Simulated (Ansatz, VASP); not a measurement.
## Fe in VASP and in Ansatz

```xyz
1
Lattice="2.2661 0.0000 0.0000 0.0000 2.2661 0.0000 0.0000 0.0000 2.2661" Properties=species:S:1:pos:R:3 pbc="T T T"
Fe    0.0000    0.0000    0.0000
```

Alike in both runs: task single point; functional PBEsol; k mesh 16 × 16 × 16; occupations fermi-dirac, width 0.1 eV; no spin polarisation.

|  | VASP | Ansatz |
| --- | --- | --- |
| version | VASP 6.6.1 | Ansatz 0.2.0 |
| potentials or method | VASP PAW PBE potentials, release 64 (Fe) | plane waves (420 eV) with PAW, scalar-relativistic |
| plane-wave cutoff (eV) | 520 | 420 |
| valence electrons in the cell | 8 | 16 |

VASP gave:

```
pressure (GPa) : -8.9
```

Task: Estimate Ansatz's values.

Result: Pressure (GPa): -8.3.

The functional is the same, so the differences come from potentials, cutoffs and numerics. The two sets of potentials don't hold the same shells in valence. Ansatz warned: «pseudo_functional_mismatch».

Caveats: the PAW data sets were made with another functional, which shifts forces and pressure a little (VASP); the run has no spin polarisation, though such a crystal can be magnetic. Spin polarisation is off, so any magnetic state and its effect on volume and gap are missing.
